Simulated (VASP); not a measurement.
Write the native input for VASP 6.6.1 that does the following.

```
Task                   : single point
Functional             : PBEsol
Potentials or basis    : VASP PAW PBE potentials, release 64 (Mg, F_h)
Cutoff                 : 900 eV
k mesh                 : 6 × 6 × 8
Occupations            : gaussian, width 0.02 eV
Spin                   : no spin polarisation
Further INCAR settings : ALGO = Fast; EDIFF = 1e-06
```

The structure of MgF2 lies in POSCAR:

```
MgF2
1.0
    4.6190100000      0.0000000000      0.0000000000
    0.0000000000      4.6267800000      0.0000000000
    0.0000000000      0.0000000000      3.0516200000
Mg F
2 4
Direct
    0.5000000000      0.5000000000      0.5000000000
    0.0000000000      0.0000000000      0.0000000000
    0.8030000000      0.1967300000      0.5000000000
    0.1970000000      0.8032700000      0.5000000000
    0.3030000000      0.3032700000      0.0000000000
    0.6970000000      0.6967300000      0.0000000000
```

The cell comes from a database or a generator and needn't be the stable form of this composition.

One way to write it, as run:

INCAR

```
SYSTEM = MgF2
ALGO     = Fast           ! electronic algorithm
EDIFF    = 1E-6           ! SCF threshold, eV
ENCUT    = 900            ! plane-wave cutoff, eV
GGA      = PS             ! functional
ISIF     = 2              ! what is computed and relaxed
ISMEAR   = 0              ! smearing method
LASPH    = .True.         ! aspherical terms in the spheres
LCHARG   = .False.        ! write CHGCAR
LREAL    = .False.        ! projectors in reciprocal space
LWAVE    = .False.        ! write WAVECAR
NELM     = 100            ! most SCF steps
PREC     = Accurate       ! precision mode
SIGMA    = 0.02           ! smearing width, eV
```

KPOINTS

```
k-points
0
Gamma
  6 6 8
  0 0 0
```

Potentials or basis: VASP PAW PBE potentials, release 64 (Mg, F_h).

Run with:

```sh
$ cat potpaw_PBE.64/Mg/POTCAR potpaw_PBE.64/F_h/POTCAR > POTCAR
$ mpirun -np 1 vasp_std > vasp.out
```

It gave:

| Property | Result |
| --- | --- |
| Pressure | -0.6 GPa |
| Largest force | 0.007 eV/Å |
| Band gap on the k mesh | 6.94 eV, direct |

Caveat: the cutoff is under 1.25 times the usual one of these potentials, so pressure, stress and relaxed cells hold a basis-set (Pulay) error; the PAW data sets were made with another functional, which shifts forces and pressure a little.

It took 120 s on 1 thread of Intel(R) Xeon(R) Platinum 8488C (Sapphire Rapids) (shared host), peak memory 0.38 GiB.
